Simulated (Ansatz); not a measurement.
# Ta2N: the cost of one run

Method: DFT PBE, scalar-relativistic, plane waves, PAW, in Ansatz 0.2.0.

40 further runs of the same task are left out: 1 that didn't finish, 39 set aside as unsound or not needed.

### Step 1. The structure to begin with

Symmetry: P-31m, No. 162, trigonal system. The conventional cell has a = 5.297 Å, b = 5.297 Å, c = 4.939 Å, α = 90.00°, β = 90.00°, γ = 120.00°. Ta (site symmetry m) is surrounded by 3 N at 2.15 to 2.16 Å. N (site symmetry 32) has 6 Ta at 2.16 Å as nearest neighbours. N (site symmetry -3m) has 6 Ta at 2.15 Å as nearest neighbours.

Coordinates:

```cif
data_structure
_symmetry_space_group_name_H-M 'P-31m'
_symmetry_Int_Tables_number 162
_cell_length_a 5.2966
_cell_length_b 5.2966
_cell_length_c 4.9392
_cell_angle_alpha 90.000
_cell_angle_beta 90.000
_cell_angle_gamma 120.000
_cell_volume 120.00
loop_
_atom_site_label
_atom_site_type_symbol
_atom_site_symmetry_multiplicity
_atom_site_Wyckoff_symbol
_atom_site_fract_x
_atom_site_fract_y
_atom_site_fract_z
_atom_site_occupancy
Ta1 Ta 6 k 0.66636 0.66636 0.75362 1
N1 N 2 d 0.66667 0.33333 0.50000 1
N2 N 1 a 0.00000 0.00000 0.00000 1
```

The structure comes from the Materials Project (structure only).

### Step 5. Setting up the map

Atoms count from 1 in the order of the input.

The energy is mapped over a free internal coordinate and the cell.

First coordinate, shift of Ta1 along [1 1 0], its symmetry partners moved as symmetry demands (measured in the relaxed cell): 9 values from −0.250 Å. Second coordinate, c/a of the conventional cell at fixed volume: 9 values from 0.858 to 1.007.

Nothing else is relaxed (all other coordinates fixed). Energies count from the relaxed crystal. Points are written as (first, second).

(The set-up runs are not shown.)

### Step 6. Grid point (0.250 Å, 1.007)

The input, input.yaml:

```yaml
crystal:
  lattice:
    - [5.1794057167, 0.0, 0.0]
    - [-2.5897028583, 4.4854969272, 0.0]
    - [0.0, 0.0, 5.2166974379]
  atoms:
    - { symbol: Ta, position: [0.714117256, 0.714117256, 0.7528547364] }
    - { symbol: Ta, position: [0.0, 0.285882744, 0.7528547364] }
    - { symbol: Ta, position: [0.285882744, 0.0, 0.7528547364] }
    - { symbol: Ta, position: [0.285882744, 0.285882744, 0.2471452636] }
    - { symbol: Ta, position: [0.0, 0.714117256, 0.2471452636] }
    - { symbol: Ta, position: [0.714117256, 0.0, 0.2471452636] }
    - { symbol: "N", position: [0.6666666667, 0.3333333333, 0.5] }
    - { symbol: "N", position: [0.3333333333, 0.6666666667, 0.5] }
    - { symbol: "N", position: [0.0, 0.0, 0.0] }
basis:
  ecutwfc: 520.0
kpoints:
  mp_grid: { grid: [9, 9, 8] }
hamiltonian:
  xc: pbe
  pseudopotentials: { kind: paw, azcp: { folder: soft_1 } }
scf:
  occupations: { method: gaussian, width: 0.15 }
output:
  forces: true
  stress: true
  eigenvalues: true
```

Started as:

```console
> ansatz run input.yaml --threads 4 --pin off --max-ram 8192MiB --backend cpu --events-out ev --progress --plain --runs-dir out
```

**Question.** How long does this run take on 4 threads of AMD EPYC 7B13 (Zen 3), shared host, and how much memory does it need?

About 8.4 s, with a peak of 0.91 GiB.
